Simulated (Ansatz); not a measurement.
# A strain series on GaN (F-43m): uniaxial along x, other directions held

A 2-atom cell of GaN (F-43m) from a materials database, relaxed with r2SCAN in Ansatz, then strained (uniaxial along x, other directions held; changes of length per length, axes as in the cell below) with the atoms relaxed again within the symmetry that is left. It is cubic, F-43m (No. 216); conventional cell a = 4.498 Å, 11.37 Å³ an atom. Ga has 4 N at 1.95 Å; N has 4 Ga at 1.95 Å. (Simulation; spin polarisation is off.)

```xyz
2
Lattice="0.0000 2.2490 2.2490 2.2490 0.0000 2.2490 2.2490 2.2490 0.0000" Properties=species:S:1:pos:R:3 pbc="T T T"
Ga    0.0000    0.0000    0.0000
N     3.3734    3.3734    3.3734
```

Gaps are the least over each mesh (PBE 10×10×10, r2SCAN 10×10×10, HSE06 6×6×6 when unstrained) and the special points, which keep their unstrained names; stress is the change from the unstrained cell, compression positive.

```tsv
strain (%)	gap, PBE (eV)	gap, r2SCAN (eV)	gap, HSE06 (eV)	edges, HSE06	stress along the strain, r2SCAN (GPa)	energy rise, r2SCAN (meV/atom)
-3.11	1.862	2.285	3.143	Γ	+9.06	9.9
0.0	1.756	2.168	3.005	Γ	0.00	0.0
+0.49	1.717	2.128	2.961	Γ	-1.39	0.2
```

Q: Estimate the row for a strain of -0.86 %.

A:
```tsv
strain (%)	gap, PBE (eV)	gap, r2SCAN (eV)	gap, HSE06 (eV)	edges, HSE06	stress along the strain, r2SCAN (GPa)	energy rise, r2SCAN (meV/atom)
-0.86	1.783	2.200	3.042	Γ	+2.46	0.7
```

Between zero and the nearest strains the slope of the HSE06 gap against strain is -0.043 eV per percent for negative and -0.089 for positive strain.

The meshes of the hybrids are coarse, so their gaps aren't converged to the digits shown.
